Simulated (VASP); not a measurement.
# CdTe (F-43m) in VASP: a series of runs

The runs below take CdTe through band structure, Born charges and dielectric tensor, with PBE.

Program: VASP 6.6.1. These are calculated values, not measurements. Logs are shortened: lines on timing, memory, paths and dates and some standing lists are left out, and cuts for length are marked.

**Measured values to compare with.**

From a printed reference work, data compilation, for a bulk crystal of CdTe at 0 K: band gap 1.607 eV.

The runs below are set against these values where they give the same quantity.

## 1. Starting point

The structure is cubic, space group F-43m (No. 216). Conventional cell: a = 6.625 Å, b = 6.625 Å, c = 6.625 Å, α = 90.00°, β = 90.00°, γ = 90.00°. Around Cd (site symmetry -43m) lie 4 Te at 2.87 Å. Te (site symmetry -43m) has 4 Cd at 2.87 Å as nearest neighbours.

## 2. Band structure, PBE

INCAR reads:

```
SYSTEM = CdTe
  ALGO = Fast
  EDIFF = 1E-7
  ENCUT = 700
  GGA = PE
  ISIF = 2
  ISMEAR = 0
  LASPH = .True.
  LCHARG = .False.
  LREAL = .False.
  LWAVE = .False.
  NBANDS = 16
  NELM = 100
  PREC = Accurate
  SIGMA = 0.02
```

KPOINTS reads:

```
k-points
0
Gamma
  8 8 8
  0 0 0
```

POSCAR reads:

```
CdTe                                    
1.0
   -0.0000000000      3.3123116091      3.3123116091
    3.3123116091     -0.0000000000      3.3123116091
    3.3123116091      3.3123116091     -0.0000000000
  Cd              Te            
     1     1
Direct
     1.0000000000000000    0.0000000000000000    0.0000000000000000
     0.2500000000000000    0.2500000000000000    0.2500000000000000
```

KPOINTS_OPT reads:

```
path GXWKGLUWLK,UX
15
line-mode
reciprocal
 0.0000000000  0.0000000000  0.0000000000  G
 0.5000000000  0.0000000000  0.5000000000  X

 0.5000000000  0.0000000000  0.5000000000  X
 0.5000000000  0.2500000000  0.7500000000  W

 0.5000000000  0.2500000000  0.7500000000  W
 0.3750000000  0.3750000000  0.7500000000  K

 0.3750000000  0.3750000000  0.7500000000  K
 0.0000000000  0.0000000000  0.0000000000  G

 0.0000000000  0.0000000000  0.0000000000  G
 0.5000000000  0.5000000000  0.5000000000  L

 0.5000000000  0.5000000000  0.5000000000  L
 0.6250000000  0.2500000000  0.6250000000  U

 0.6250000000  0.2500000000  0.6250000000  U
 0.5000000000  0.2500000000  0.7500000000  W

 0.5000000000  0.2500000000  0.7500000000  W
 0.5000000000  0.5000000000  0.5000000000  L

 0.5000000000  0.5000000000  0.5000000000  L
 0.3750000000  0.3750000000  0.7500000000  K

 0.6250000000  0.2500000000  0.6250000000  U
 0.5000000000  0.0000000000  0.5000000000  X
```

Potentials or basis: VASP PAW PBE potentials, release 64 (Cd, Te).

Started as:

```
$ cat potpaw_PBE.64/Cd/POTCAR potpaw_PBE.64/Te/POTCAR > POTCAR
$ mpirun -np 1 vasp_std > vasp.out
```

OUTCAR:

```text
SYSTEM = CdTe
   EDIFF = 1E-7
   ENCUT = 700
   GGA = PE
   ISIF = 2
   ISMEAR = 0
   LASPH = .True.
   LREAL = .False.
   NELM = 100
   PREC = Accurate

 ion  position               nearest neighbor table
   1  0.000  0.000  0.000-   2 2.87   2 2.87   2 2.87   2 2.87
   2  0.250  0.250  0.250-   1 2.87   1 2.87   1 2.87   1 2.87

  LATTYP: Found a face centered cubic cell.
 ALAT       =     6.6246232182

  Lattice vectors:

 A1 = (   0.0000000000,   3.3123116091,   3.3123116091)
 A2 = (   3.3123116091,   0.0000000000,   3.3123116091)
 A3 = (   3.3123116091,   3.3123116091,   0.0000000000)

Analysis of symmetry for initial positions (statically):
=====================================================================
 Subroutine PRICEL returns:
 Original cell was already a primitive cell.

 Routine SETGRP: Setting up the symmetry group for a
 face centered cubic supercell.

 Subroutine GETGRP returns: Found 24 space group operations
 (whereof 24 operations were pure point group operations)
 out of a pool of 48 trial point group operations.

The static configuration has the point symmetry T_d .

Analysis of symmetry for dynamics (positions and initial velocities):
=====================================================================
 Subroutine PRICEL returns:
 Original cell was already a primitive cell.

 Routine SETGRP: Setting up the symmetry group for a
 face centered cubic supercell.

 Subroutine GETGRP returns: Found 24 space group operations
 (whereof 24 operations were pure point group operations)
 out of a pool of 48 trial point group operations.

The dynamic configuration has the point symmetry T_d .

 Subroutine INISYM returns: Found 24 space group operations
 (whereof 24 operations are pure point group operations),
 and found     1 'primitive' translations

----------------------------------------------------------------------------------------

                                     Primitive cell

  volume of cell :      72.6814

  direct lattice vectors                    reciprocal lattice vectors
     0.000000000  3.312311609  3.312311609    -0.150951981  0.150951981  0.150951981
     3.312311609  0.000000000  3.312311609     0.150951981 -0.150951981  0.150951981
     3.312311609  3.312311609  0.000000000     0.150951981  0.150951981 -0.150951981

  length of vectors
     4.684316000  4.684316000  4.684316000     0.261456501  0.261456501  0.261456501
[... 80 lines left out ...]
   NELM   =    100;   NELMIN=  2; NELMDL= -5     # of ELM steps
   EDIFF  = 0.1E-06   stopping-criterion for ELM
   LREAL  =      F    real-space projection
   EDIFFG = 0.1E-05   stopping-criterion for IOM
   NSW    =      0    number of steps for IOM
   IBRION =     -1    ionic relax: 0-MD 1-quasi-New 2-CG
   NFREE  =      0    steps in history (QN), initial steepest desc. (CG)
   ISIF   =      2    stress and relaxation
   ISYM   =      2    0-nonsym 1-usesym 2-fastsym
   POTIM  = 0.5000    time-step for ionic-motion
   TEBEG  =    0.0;   TEEND  =   0.0 temperature during run
   PSTRESS=    0.0 pullay stress
   NELECT =      18.0000    total number of electrons
   NUPDOWN=      -1.0000    fix difference up-down
   EMIN   =  10.00;   EMAX   =-10.00  energy-range for DOS
   EFERMI =   0.00;   METHOD = LEGACY
   ISMEAR =     0;   SIGMA  =   0.02  broadening in eV -4-tet -1-fermi 0-gaus
   EFERMI_NEDOS =   21; number of points for ismear=-14 and -15
   IALGO  =     68    algorithm
   IMIX   =      4    mixing-type and parameters
     AMIX     =   0.40;   BMIX     =  1.00
     AMIX_MAG =   1.60;   BMIX_MAG =  1.00
  volume/ion in A,a.u.               =      36.34       245.24
  Fermi-wavevector in a.u.,A,eV,Ry     =   1.028074  1.942779 14.380496  1.056937
  Thomas-Fermi vector in A             =   2.162052
   LORBIT       =      0    0 simple, 1 ext, 2 COOP (PROOUT), +10 PAW based schemes
   GGA     = PE    functional components
   LHFCALC =     F    Hartree Fock is set to
   AEXX    =    0.0000 exact exchange contribution
   IVDW    =     0    specifies the selected vdW correction
   LEPSILON=     F    determine dielectric tensor
   LRPA    =     F    only Hartree local field effects (RPA)
 non-spin polarized calculation
 RMM-DIIS sequential band-by-band and
 Gauss-broadening in eV      SIGMA  =   0.02
  energy-cutoff  :      700.00
  volume of cell :       72.68
 maximum number of plane-waves:      3119
   NGX = 21   NGY = 21   NGZ = 21

 number of electron      18.0000002 magnetization

 Free energy of the ion-electron system (eV)
  ---------------------------------------------------
  ext. energy  EPLUGINS =         0.00000000
  ---------------------------------------------------
  free energy    TOTEN  =        -4.81196156 eV

  energy without entropy =       -4.81196156  energy(sigma->0) =       -4.81196156

 E-fermi :   1.8773     XC(G=0):  -8.2960

 val. band max:        1.7729206218   @ k =   0.0000   0.0000   0.0000
 cond. band min:       2.3471729110   @ k =   0.0000   0.0000   0.0000
 fundamental gap:      0.5742522892
 Fermi energy:         1.8773328418

 k-point     1 :       0.0000    0.0000    0.0000
  band No.  band energies     occupation
      1      -9.0460      2.00000
      2      -6.3100      2.00000
      3      -6.3100      2.00000
      4      -6.3100      2.00000
      5      -6.0953      2.00000
      6      -6.0953      2.00000
[... 433 lines left out ...]
      3      -6.2271      2.00000
      4      -6.1070      2.00000
      5      -6.0902      2.00000
      6      -5.7133      2.00000
[... 8 lines left out ...]
     15      11.7769      0.00000
     16      12.2065      0.00000

 [... further k-points ...]

------------------------ aborting loop because EDIFF is reached ----------------------------------------

  FORCE on cell =-STRESS in cart. coord.  units (eV):
  Direction    XX          YY          ZZ          XY          YZ          ZX
  --------------------------------------------------------------------------------------
  -------------------------------------------------------------------------------------
  Total       -0.0033229     -0.0033229     -0.0033229     -0.0000000     -0.0000000     -0.0000000
  in kB       -0.0732501     -0.0732501     -0.0732501     -0.0000000     -0.0000000     -0.0000000
  external PRESSURE =      -0.0732501 kB  Pullay stress =       0.0000000 kB

 VOLUME and BASIS-vectors are now :
 -----------------------------------------------------------------------------
  energy-cutoff  :      700.00
  volume of cell :       72.68
      direct lattice vectors                 reciprocal lattice vectors
     0.000000000  3.312311609  3.312311609    -0.150951981  0.150951981  0.150951981
     3.312311609  0.000000000  3.312311609     0.150951981 -0.150951981  0.150951981
     3.312311609  3.312311609  0.000000000     0.150951981  0.150951981 -0.150951981

 POSITION                                       TOTAL-FORCE (eV/Angst)
 -----------------------------------------------------------------------------------
      0.00000      0.00000      0.00000         0.000000      0.000000      0.000000
      1.65616      1.65616      1.65616        -0.000000     -0.000000     -0.000000
 -----------------------------------------------------------------------------------
    total drift:                               -0.000000     -0.000000     -0.000000

  FREE ENERGIE OF THE ION-ELECTRON SYSTEM (eV)
  ---------------------------------------------------
  free  energy   TOTEN  =        -4.8119615603 eV

  energy  without entropy=       -4.8119615603  energy(sigma->0) =       -4.81196156
```

OSZICAR:

```text
N       E                     dE             d eps       ncg     rms          rms(c)
DAV:   1     0.117493564903E+03    0.11749E+03   -0.96148E+03   928   0.123E+03
DAV:   2    -0.565807534867E+00   -0.11806E+03   -0.11116E+03  1088   0.260E+02
DAV:   3    -0.500433389987E+01   -0.44385E+01   -0.44299E+01  1128   0.516E+01
DAV:   4    -0.504690772589E+01   -0.42574E-01   -0.42571E-01  1352   0.443E+00
DAV:   5    -0.504709325721E+01   -0.18553E-03   -0.18553E-03  1248   0.241E-01    0.489E+00
RMM:   6    -0.482729931012E+01    0.21979E+00   -0.34544E-01   928   0.396E+00    0.387E+00
RMM:   7    -0.481104964879E+01    0.16250E-01   -0.69535E-02   945   0.139E+00    0.160E+00
RMM:   8    -0.481159789596E+01   -0.54825E-03   -0.54664E-03  1019   0.760E-01    0.329E-01
RMM:   9    -0.481188772932E+01   -0.28983E-03   -0.10236E-03  1017   0.258E-01    0.656E-02
RMM:  10    -0.481195389727E+01   -0.66168E-04   -0.20382E-04  1065   0.103E-01    0.233E-02
[... 45 further cycles ...]
DAV:   7    -0.234500442922E+04   -0.21728E-05     1112
DAV:   8    -0.234500442933E+04   -0.10359E-06     1008
DAV:   9    -0.234500442933E+04   -0.55106E-08      896
       N       E                     dE             ncg
DAV:   1     0.148409258010E+05   -0.31722E+04      160
DAV:   2     0.142635122745E+05   -0.57741E+03      200
DAV:   3     0.142431340535E+05   -0.20378E+02      200
DAV:   4     0.142429641486E+05   -0.16990E+00      272
DAV:   5     0.142429638636E+05   -0.28492E-03      200
DAV:   6     0.142429638582E+05   -0.54807E-05      272
DAV:   7     0.142429638581E+05   -0.13119E-07      152
```

Run time: 66 s. Hardware: 1 thread of Intel Xeon 6975P-C (Granite Rapids), shared host; peak memory 0.27 GiB.

What came out:

* Free energy: -4.8120 eV
* Pressure: 0.0 GPa
* Band gap on the k mesh: 0.57 eV, direct
* Band gap along the path: 0.57 eV, direct

Levels at the corners of the path, in eV from the valence-band top:
| point | band 7 | band 8 | band 9 | band 10 | band 11 | band 12 |
| --- | --- | --- | --- | --- | --- | --- |
| Γ | 0.00 | 0.00 | 0.00 | 0.57 | 4.64 | 4.64 |
| X | -4.00 | -1.65 | -1.65 | 2.67 | 2.75 | 8.50 |
| X | -4.00 | -1.65 | -1.65 | 2.67 | 2.75 | 8.50 |
| W | -3.88 | -2.07 | -1.93 | 4.02 | 4.70 | 5.48 |
| W | -3.88 | -2.07 | -1.93 | 4.02 | 4.70 | 5.48 |
| K | -3.90 | -2.27 | -1.37 | 2.92 | 4.43 | 7.21 |
| K | -3.90 | -2.27 | -1.37 | 2.92 | 4.43 | 7.21 |
| Γ | 0.00 | 0.00 | 0.00 | 0.57 | 4.64 | 4.64 |
| Γ | 0.00 | 0.00 | 0.00 | 0.57 | 4.64 | 4.64 |
| L | -4.06 | -0.68 | -0.68 | 1.75 | 5.21 | 5.21 |
| L | -4.06 | -0.68 | -0.68 | 1.75 | 5.21 | 5.21 |
| U | -3.90 | -2.27 | -1.37 | 2.92 | 4.43 | 7.21 |
| U | -3.90 | -2.27 | -1.37 | 2.92 | 4.43 | 7.21 |
| W | -3.88 | -2.07 | -1.93 | 4.02 | 4.70 | 5.48 |
| W | -3.88 | -2.07 | -1.93 | 4.02 | 4.70 | 5.48 |
| L | -4.06 | -0.68 | -0.68 | 1.75 | 5.21 | 5.21 |
| L | -4.06 | -0.68 | -0.68 | 1.75 | 5.21 | 5.21 |
| K | -3.90 | -2.27 | -1.37 | 2.92 | 4.43 | 7.21 |
| U | -3.90 | -2.27 | -1.37 | 2.92 | 4.43 | 7.21 |
| X | -4.00 | -1.65 | -1.65 | 2.67 | 2.75 | 8.50 |

Caveat: spin-orbit coupling is left out, which moves the levels of the heavy elements.

## 3. Born charges and dielectric tensor, PBE

INCAR reads:

```
PREC     = Accurate       # precision mode
ENCUT    = 700            # plane-wave cutoff, eV
EDIFF    = 1E-8           # SCF threshold, eV
ISMEAR   = 0              # smearing method
SIGMA    = 0.02           # smearing width, eV
LREAL    = F              # projectors in reciprocal space
LASPH    = T              # aspherical terms in the spheres
NELM     = 100            # most SCF steps
ALGO     = Fast           # electronic algorithm
ISIF     = 2              # what is computed and relaxed
LWAVE    = F              # write WAVECAR
LCHARG   = F              # write CHGCAR
GGA      = PE             # functional
LEPSILON = T              # dielectric tensor by DFPT
IBRION   = 8              # ionic algorithm
NSW      = 1              # ionic steps
```

KPOINTS reads:

```
regular mesh
0
Gamma
  8 8 8
```

POSCAR is that of step 2.

Potentials or basis: VASP PAW PBE potentials, release 64 (Cd, Te).

Started as:

```
$ cat potpaw_PBE.64/Cd/POTCAR potpaw_PBE.64/Te/POTCAR > POTCAR
$ mpirun -np 1 vasp_std > vasp.out
```

OUTCAR:

```text
PREC = Accurate
   ENCUT = 700
   EDIFF = 1E-8
   ISMEAR = 0
   LREAL = F
   LASPH = T
   NELM = 100
   ISIF = 2
   GGA = PE
   LEPSILON = T
   IBRION = 8
   NSW = 1

 ion  position               nearest neighbor table
   1  0.000  0.000  0.000-   2 2.87   2 2.87   2 2.87   2 2.87
   2  0.250  0.250  0.250-   1 2.87   1 2.87   1 2.87   1 2.87

  LATTYP: Found a face centered cubic cell.
[... 715 lines left out ...]
      0.000000  0.000000  0.000000    -0.728470    0.000000    0.000000
      1.656156  1.656156  1.656156     0.685077    0.000000    0.000000
[... 21 lines left out ...]
   6 f/i=    0.003816 THz     0.023978 2PiTHz    0.127294 cm-1     0.015782 meV
             X         Y         Z           dx          dy          dz
      0.000000  0.000000  0.000000    -0.685077    0.000000    0.000000
      1.656156  1.656156  1.656156    -0.728470    0.000000    0.000000

--------------------------------------------------------------------------------------------------------

 MACROSCOPIC STATIC DIELECTRIC TENSOR IONIC CONTRIBUTION
 ------------------------------------------------------
           3.858825    -0.000000     0.000000
          -0.000000     3.858825    -0.000000
           0.000000    -0.000000     3.858825
 ------------------------------------------------------

 ELASTIC MODULI CONTR FROM IONIC RELAXATION (kBar)
 Direction    XX          YY          ZZ          XY          YZ          ZX
 --------------------------------------------------------------------------------
 XX          -0.0000     -0.0000     -0.0000      0.0000      0.0000     -0.0000
 YY          -0.0000     -0.0000     -0.0000      0.0000      0.0000     -0.0000
 ZZ          -0.0000     -0.0000     -0.0000      0.0000      0.0000     -0.0000
 XY           0.0000      0.0000      0.0000   -117.5547     -0.0000      0.0000
 YZ           0.0000      0.0000      0.0000     -0.0000   -117.5547      0.0000
 ZX          -0.0000     -0.0000     -0.0000      0.0000      0.0000   -117.5547
 --------------------------------------------------------------------------------

 PIEZOELECTRIC TENSOR IONIC CONTR  for field in x, y, z        (C/m^2)
          XX          YY          ZZ          XY          YZ          ZX
  --------------------------------------------------------------------------------
  x    -0.00000    -0.00000    -0.00000     0.00000     0.63375    -0.00000
  y     0.00000     0.00000     0.00000    -0.00000    -0.00000     0.63375
  z    -0.00000    -0.00000    -0.00000     0.63375     0.00000    -0.00000
```

stdout:

```text
POSCAR found type information on POSCAR CdTe
 POSCAR found :  2 types and       2 ions
 scaLAPACK will be used
 LDA part: xc-table for (Slater+PW92), standard interpolation
 POSCAR, INCAR and KPOINTS ok, starting setup
 FFT: planning ... GRIDC
 FFT: planning ... GRID_SOFT
 FFT: planning ... GRID
 WAVECAR not read
 entering main loop
[... 24 lines left out ...]
 dielectric tensor                  component  3 :     1.784     1.444    12.851
 Linear response DOF=           2
 Linear response progress:
 first order change of Fermi-energy   0.27173E+00
 force on displaced ion       1 direction 1 :  -3.737   0.000   0.000
 Born effective charge ion    1 direction 1 :   2.367   0.000   0.000
 Linear response progress:
 first order change of Fermi-energy  -0.27146E+00
 force on displaced ion       2 direction 1 :  -3.751   0.000   0.000
 Born effective charge ion    2 direction 1 :  -2.453   0.000   0.000
 Born effective charges drift removed
 Linear response finished
```

Wall time 7.9 min (1 thread of Intel Xeon 6975P-C (Granite Rapids), shared host); peak memory 0.58 GiB.

What came out:

| Property | Result |
| --- | --- |
| Band gap on the k mesh | 0.57 eV, direct |
| Electronic dielectric tensor (diagonal) | 12.85 |
| Born charges (mean of the diagonal) | Cd +2.41; Te -2.41 e |
| Highest phonon frequency at Γ, LO-TO splitting left out | 131 cm⁻¹ |

Phonon frequencies in cm⁻¹ (negative: imaginary):
```tsv
q point	frequencies
(0.000, 0.000, 0.000)	0 0 0 131 131 131
```

Electronic dielectric tensor:
```
12.85  0.00  0.00
 0.00 12.85  0.00
 0.00  0.00 12.85
```

Born effective charge tensors (e):
atom 1, Cd
```
2.41 0.00 0.00
0.00 2.41 0.00
0.00 0.00 2.41
```
atom 2, Te
```
-2.41  0.00  0.00
 0.00 -2.41  0.00
 0.00  0.00 -2.41
```

Caveat: the gap is small at this level, which inflates the dielectric constant; spin-orbit coupling is left out, which moves the levels of the heavy elements.

## 4. Against experiment

Step 2. A measured gap of CdTe is 1.607 eV (0 K; a printed reference work, data compilation); the calculated 0.57 eV misses it by -1.03 eV. So large a miss can be the level of theory's own, or it may mean another phase, state or a wrong row. Spin-orbit coupling on Cd, Te is left out. The value is that of PBE, without temperature or zero-point motion. Semilocal functionals fall short of measured gaps as a rule.

Step 3. Measured gap of CdTe: 1.607 eV (0 K; a printed reference work, data compilation). This calculation gives 0.57 eV (-1.03 eV). So large a miss can be the level of theory's own, or it may mean another phase, state or a wrong row. Spin-orbit coupling on Cd, Te is left out. The value is that of PBE, without temperature or zero-point motion. Semilocal functionals fall short of measured gaps as a rule.
